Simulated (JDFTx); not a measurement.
Crystal: ZnS.

```
Zn S
1.0
     0.00000    2.70200    2.70200
     2.70200    0.00000    2.70200
     2.70200    2.70200    0.00000
Zn S
1 1
Direct
  0.75000 0.75000 0.75000
  0.00000 0.00000 0.00000
```

| Quantity | Value |
| --- | --- |
| Program | JDFTx 1.7.0 (patched build) |
| Task | single point |
| Functional | PBE |
| Potentials or basis | PseudoDojo-SR-PBE-0.5-standard with smoothed tails |
| Cutoff | 1143 eV |
| Density cutoff | 9143 eV |
| k mesh | 9 × 9 × 9 |
| Occupations | fermi-dirac, width 0.05 eV |
| Spin | no spin polarisation |

On this cell: pressure 1.6 GPa; largest force zero by symmetry; band gap on the k mesh 2.11 eV, direct.

The same run follows on a disturbed copy (atoms moved at random, drawn with an rms of 0.05 Å):

```xyz
2
Lattice="0.0000 2.7020 2.7020 2.7020 0.0000 2.7020 2.7020 2.7020 0.0000" Properties=species:S:1:pos:R:3 pbc="T T T"
Zn    4.0301    4.0193    4.0083
S     0.0000   -0.0564    0.0076
```

Task: What does the disturbed cell give?

Result: The energy moves by +5.8 meV/atom; pressure 1.7 GPa; largest force 0.392 eV/Å; band gap on the k mesh 2.07 eV, direct.

Forces in eV/Å, atoms in the order of the input:
```
Zn   0.162 -0.162  0.317
S   -0.163  0.162 -0.317
```

Stress tensor (GPa, compression positive):
```
 1.74 -1.26  0.64
-1.26  1.74 -0.64
 0.64 -0.64  1.66
```

Caveats: the empty levels aren't tightly converged (some runs).

